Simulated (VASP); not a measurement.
# KI in VASP: further runs

The runs below take KI through single point, with PBE.

All numbers are computed with VASP 6.6.1; they aren't measurements. Logs are shortened: lines on timing, memory, paths and dates and some standing lists are left out, and cuts for length are marked.

**Experimental background.**

From a printed reference work, monograph, for a bulk crystal of KI: band gap 6.32 eV.

The results are compared with them further down.

### Step 1. The cell of the first run

Symmetry: Fm-3m, No. 225, cubic system. The conventional cell has a = 7.089 Å, b = 7.089 Å, c = 7.089 Å, α = 90.00°, β = 90.00°, γ = 90.00°. K (site symmetry m-3m) has 6 I at 3.54 Å within 4.7 Å. Within 4.7 Å of I (site symmetry m-3m) lie 6 K at 3.54 Å.

### Step 2. Single point, PBE

File INCAR:

```
SYSTEM = KI
ALGO     = Normal         ! electronic algorithm
EDIFF    = 1E-6           ! SCF threshold, eV
ENCUT    = 520            ! plane-wave cutoff, eV
GGA      = PE             ! functional
ISIF     = 2              ! what is computed and relaxed
ISMEAR   = -1             ! smearing method
LASPH    = .TRUE.         ! aspherical terms in the spheres
LCHARG   = .TRUE.         ! write CHGCAR
LELF     = .TRUE.         ! ELF
LREAL    = .FALSE.        ! projectors in reciprocal space
LVHAR    = .TRUE.       
LWAVE    = .FALSE.        ! write WAVECAR
NBANDS   = 15             ! bands
NELM     = 80             ! most SCF steps
PREC     = Accurate       ! precision mode
SIGMA    = 0.02           ! smearing width, eV
```

File KPOINTS:

```
k-points
0
G
  6 6 6
  0 0 0
```

File POSCAR:

```
KI
1.0
    0.0000000000      3.5445661365      3.5445661365
    3.5445661365      0.0000000000      3.5445661365
    3.5445661365      3.5445661365      0.0000000000
K I
1 1
Direct
    0.0000000000      0.0000000000      0.0000000000
    0.5000000000      0.5000000000      0.5000000000
```

Potentials or basis: VASP PAW PBE potentials, release 64 (K_sv, I).

Started as:

```bash
cat potpaw_PBE.64/K_sv/POTCAR potpaw_PBE.64/I/POTCAR > POTCAR
mpirun -np 1 vasp_std > vasp.out
```

OUTCAR:

```text
SYSTEM = KI
   EDIFF = 1E-6
   ENCUT = 520
   GGA = PE
   ISIF = 2
   ISMEAR = -1
   LASPH = .TRUE.
   LREAL = .FALSE.
   NELM = 80
   PREC = Accurate

 ion  position               nearest neighbor table
   1  0.000  0.000  0.000-   2 3.54   2 3.54   2 3.54   2 3.54   2 3.54   2 3.54
   2  0.500  0.500  0.500-   1 3.54   1 3.54   1 3.54   1 3.54   1 3.54   1 3.54

  LATTYP: Found a face centered cubic cell.
 ALAT       =     7.0891322730

  Lattice vectors:

 A1 = (   0.0000000000,   3.5445661365,   3.5445661365)
 A2 = (   3.5445661365,   0.0000000000,   3.5445661365)
 A3 = (   3.5445661365,   3.5445661365,   0.0000000000)

Analysis of symmetry for initial positions (statically):
=====================================================================
 Subroutine PRICEL returns:
 Original cell was already a primitive cell.

 Routine SETGRP: Setting up the symmetry group for a
 face centered cubic supercell.

 Subroutine GETGRP returns: Found 48 space group operations
 (whereof 48 operations were pure point group operations)
 out of a pool of 48 trial point group operations.

The static configuration has the point symmetry O_h .

Analysis of symmetry for dynamics (positions and initial velocities):
=====================================================================
 Subroutine PRICEL returns:
 Original cell was already a primitive cell.

 Routine SETGRP: Setting up the symmetry group for a
 face centered cubic supercell.

 Subroutine GETGRP returns: Found 48 space group operations
 (whereof 48 operations were pure point group operations)
 out of a pool of 48 trial point group operations.

The dynamic configuration has the point symmetry O_h .

 Subroutine INISYM returns: Found 48 space group operations
 (whereof 48 operations are pure point group operations),
 and found     1 'primitive' translations

----------------------------------------------------------------------------------------

                                     Primitive cell

  volume of cell :      89.0675

  direct lattice vectors                    reciprocal lattice vectors
     0.000000000  3.544566136  3.544566136    -0.141060988  0.141060988  0.141060988
     3.544566136  0.000000000  3.544566136     0.141060988 -0.141060988  0.141060988
     3.544566136  3.544566136  0.000000000     0.141060988  0.141060988 -0.141060988

  length of vectors
     5.012773503  5.012773503  5.012773503     0.244324798  0.244324798  0.244324798

  position of ions in fractional coordinates (direct lattice)
     0.000000000  0.000000000  0.000000000
     0.500000000  0.500000000  0.500000000

  ion indices of the primitive-cell ions
   primitive index   ion index
                 1           1
                 2           2

----------------------------------------------------------------------------------------

 KPOINTS: k-points

Automatic generation of k-mesh.
 Grid dimensions read from file:
 generate k-points for:    6    6    6

 Generating k-lattice:

  Cartesian coordinates                     Fractional coordinates (reciprocal lattice)
    -0.023510165  0.023510165  0.023510165     0.166666667  0.000000000  0.000000000
     0.023510165 -0.023510165  0.023510165     0.000000000  0.166666667  0.000000000
     0.023510165  0.023510165 -0.023510165     0.000000000  0.000000000  0.166666667

  Length of vectors
     0.040720800  0.040720800  0.040720800

  Shift w.r.t. Gamma in fractional coordinates (k-lattice)
     0.000000000  0.000000000  0.000000000

 Subroutine IBZKPT returns following result:
 ===========================================

 Found     16 irreducible k-points:

 Following reciprocal coordinates:
            Coordinates               Weight
  0.000000  0.000000  0.000000      1.000000
  0.166667  0.000000  0.000000      8.000000
  0.333333  0.000000  0.000000      8.000000
  0.500000  0.000000  0.000000      4.000000
  0.166667  0.166667  0.000000      6.000000
  0.333333  0.166667  0.000000     24.000000
[... 8 lines left out ...]
 -0.333333  0.333333  0.166667     24.000000
 -0.333333  0.500000  0.166667     12.000000
   k-points           NKPTS =     16   k-points in BZ     NKDIM =     16   number of bands    NBANDS=     15
   number of dos      NEDOS =    301   number of ions     NIONS =      2
   total plane-waves  NPLWV =  64000
   dimension x,y,z NGX =    40 NGY =   40 NGZ =   40
   dimension x,y,z NGXF=    80 NGYF=   80 NGZF=   80
   ions per type =               1   1
   NGX,Y,Z   is equivalent  to a cutoff of  13.27, 13.27, 13.27 a.u.
   NGXF,Y,Z  is equivalent  to a cutoff of  26.53, 26.53, 26.53 a.u.
 SYSTEM =  KI
   PREC   = accura    normal or accurate (medium, high low for compatibility)
   ISTART =      0    job   : 0-new  1-cont  2-samecut
   ICHARG =      2    charge: 1-file 2-atom 10-const
   ISPIN  =      1    spin polarized calculation?
   LNONCOLLINEAR =      F non collinear calculations
   LSORBIT =      F    spin-orbit coupling
   LASPH  =      T    aspherical Exc in radial PAW
   ENCUT  =  520.0 eV  38.22 Ry    6.18 a.u.   9.32  9.32  9.32*2*pi/ulx,y,z
   NELM   =     80;   NELMIN=  2; NELMDL= -5     # of ELM steps
   EDIFF  = 0.1E-05   stopping-criterion for ELM
   LREAL  =      F    real-space projection
   EDIFFG = 0.1E-04   stopping-criterion for IOM
   NSW    =      0    number of steps for IOM
   IBRION =     -1    ionic relax: 0-MD 1-quasi-New 2-CG
   NFREE  =      0    steps in history (QN), initial steepest desc. (CG)
   ISIF   =      2    stress and relaxation
   ISYM   =      2    0-nonsym 1-usesym 2-fastsym
   POTIM  = 0.5000    time-step for ionic-motion
   TEBEG  =    0.0;   TEEND  =   0.0 temperature during run
   PSTRESS=    0.0 pullay stress
   NELECT =      16.0000    total number of electrons
   NUPDOWN=      -1.0000    fix difference up-down
   EMIN   =  10.00;   EMAX   =-10.00  energy-range for DOS
   EFERMI =   0.00;   METHOD = LEGACY
   ISMEAR =    -1;   SIGMA  =   0.02  broadening in eV -4-tet -1-fermi 0-gaus
   EFERMI_NEDOS =   21; number of points for ismear=-14 and -15
   IALGO  =     38    algorithm
   IMIX   =      4    mixing-type and parameters
     AMIX     =   0.40;   BMIX     =  1.00
     AMIX_MAG =   1.60;   BMIX_MAG =  1.00
  volume/ion in A,a.u.               =      44.53       300.53
  Fermi-wavevector in a.u.,A,eV,Ry     =   0.923723  1.745583 11.609363  0.853264
  Thomas-Fermi vector in A             =   2.049391
   LORBIT       =      0    0 simple, 1 ext, 2 COOP (PROOUT), +10 PAW based schemes
   GGA     = PE    functional components
   LHFCALC =     F    Hartree Fock is set to
   AEXX    =    0.0000 exact exchange contribution
   IVDW    =     0    specifies the selected vdW correction
   LEPSILON=     F    determine dielectric tensor
   LRPA    =     F    only Hartree local field effects (RPA)
 non-spin polarized calculation
  energy-cutoff  :      520.00
  volume of cell :       89.07
 maximum number of plane-waves:      2424
 NGX is ok and might be reduce to    40
   NGX = 19   NGY = 19   NGZ = 19

 number of electron      15.9999999 magnetization

 Free energy of the ion-electron system (eV)
  ---------------------------------------------------
  ext. energy  EPLUGINS =         0.00000000
  ---------------------------------------------------
  free energy    TOTEN  =        -5.55948350 eV

  energy without entropy =       -5.55948350  energy(sigma->0) =       -5.55948350

 E-fermi :  -0.0451     XC(G=0):  -7.1389

 val. band max:       -0.4672958830   @ k =   0.0000   0.0000   0.0000
 cond. band min:       3.4721081133   @ k =   0.0000   0.0000   0.0000
 fundamental gap:      3.9394039963
 Fermi energy:        -0.0451200286

 k-point     1 :       0.0000    0.0000    0.0000
  band No.  band energies     occupation
      1     -28.9870      2.00000
      2     -12.4734      2.00000
      3     -12.4734      2.00000
      4     -12.4734      2.00000
      5     -10.9546      2.00000
      6      -0.4673      2.00000
      7      -0.4673      2.00000
      8      -0.4673      2.00000
      9       3.4721      0.00000
     10       6.0334      0.00000
     11       6.0334      0.00000
     12       6.0334      0.00000
     13       6.7440      0.00000
     14       6.7440      0.00000
     15       9.3086      0.00000

 k-point     2 :       0.1667    0.0000    0.0000
  band No.  band energies     occupation
      1     -28.9865      2.00000
      2     -12.5114      2.00000
      3     -12.4739      2.00000
      4     -12.4739      2.00000
      5     -10.8857      2.00000
      6      -0.8777      2.00000
      7      -0.5553      2.00000
      8      -0.5553      2.00000
      9       4.0901      0.00000
     10       5.9510      0.00000
     11       6.3214      0.00000
     12       6.3214      0.00000
     13       7.0557      0.00000
     14       7.0557      0.00000
     15      10.1682      0.00000

 k-point     3 :       0.3333    0.0000    0.0000
  band No.  band energies     occupation
      1     -28.9856      2.00000
      2     -12.5799      2.00000
      3     -12.4751      2.00000
      4     -12.4751      2.00000
      5     -10.7539      2.00000
      6      -1.5042      2.00000
      7      -0.7186      2.00000
      8      -0.7186      2.00000
      9       4.8649      0.00000
     10       6.5278      0.00000
     11       7.0184      0.00000
     12       7.0184      0.00000
     13       7.8806      0.00000
     14       7.8806      0.00000
     15       9.1720      0.00000
[... 199 lines left out ...]
 k-point    15 :      -0.3333    0.3333    0.1667
  band No.  band energies     occupation
      1     -28.9846      2.00000
      2     -12.5529      2.00000
      3     -12.4967      2.00000
      4     -12.4875      2.00000
      5     -10.7423      2.00000
      6      -1.4171      2.00000
      7      -1.0944      2.00000
      8      -0.9019      2.00000
      9       5.7879      0.00000
     10       6.1278      0.00000
     11       6.5282      0.00000
     12       7.7543      0.00000
     13       8.2786      0.00000
     14       8.7170      0.00000
     15       9.3904      0.00000

 k-point    16 :      -0.3333    0.5000    0.1667
  band No.  band energies     occupation
      1     -28.9845      2.00000
      2     -12.5133      2.00000
      3     -12.5101      2.00000
      4     -12.4972      2.00000
      5     -10.7740      2.00000
      6      -1.3241      2.00000
      7      -1.0199      2.00000
      8      -1.0004      2.00000
      9       5.2044      0.00000
     10       5.8956      0.00000
     11       6.9219      0.00000
     12       7.8180      0.00000
     13       8.0592      0.00000
     14       9.1469      0.00000
     15       9.5683      0.00000

------------------------ aborting loop because EDIFF is reached ----------------------------------------

  FORCE on cell =-STRESS in cart. coord.  units (eV):
  Direction    XX          YY          ZZ          XY          YZ          ZX
  --------------------------------------------------------------------------------------
  -------------------------------------------------------------------------------------
  Total        0.2718598      0.2718598      0.2718598      0.0000000      0.0000000     -0.0000000
  in kB        4.8903092      4.8903092      4.8903092      0.0000000      0.0000000     -0.0000000
  external PRESSURE =       4.8903092 kB  Pullay stress =       0.0000000 kB

 VOLUME and BASIS-vectors are now :
 -----------------------------------------------------------------------------
  energy-cutoff  :      520.00
  volume of cell :       89.07
      direct lattice vectors                 reciprocal lattice vectors
     0.000000000  3.544566136  3.544566136    -0.141060988  0.141060988  0.141060988
     3.544566136  0.000000000  3.544566136     0.141060988 -0.141060988  0.141060988
     3.544566136  3.544566136  0.000000000     0.141060988  0.141060988 -0.141060988

 POSITION                                       TOTAL-FORCE (eV/Angst)
 -----------------------------------------------------------------------------------
      0.00000      0.00000      0.00000         0.000000      0.000000      0.000000
      3.54457      3.54457      3.54457         0.000000      0.000000     -0.000000
 -----------------------------------------------------------------------------------
    total drift:                                0.000000     -0.000000     -0.000000

  FREE ENERGIE OF THE ION-ELECTRON SYSTEM (eV)
  ---------------------------------------------------
  free  energy   TOTEN  =        -5.5594835005 eV

  energy  without entropy=       -5.5594835005  energy(sigma->0) =       -5.55948350
```

It took 22 s on 1 thread of AMD EPYC 7R13 (Zen 3), shared host; peak memory 0.21 GiB.

Results:

```yaml
Free_energy: -5.5595 eV
Pressure: 0.5 GPa
Band_gap_on_the_k_mesh: 3.94 eV, direct
```

Levels at points of the mesh, in eV from the valence-band top:
```tsv
k point	band 6	band 7	band 8	band 9	band 10	band 11
(0.00, 0.00, 0.00)	0.00	0.00	0.00	3.94	6.50	6.50
(0.50, 0.00, 0.00)	-1.30	-0.33	-0.33	5.51	7.68	8.12
(0.50, 0.50, 0.00)	-0.98	-0.36	-0.36	4.95	5.74	8.09
```

Caveat: spin-orbit coupling is left out, which moves the levels of the heavy elements.

(Part 1 of 2 ends here.)
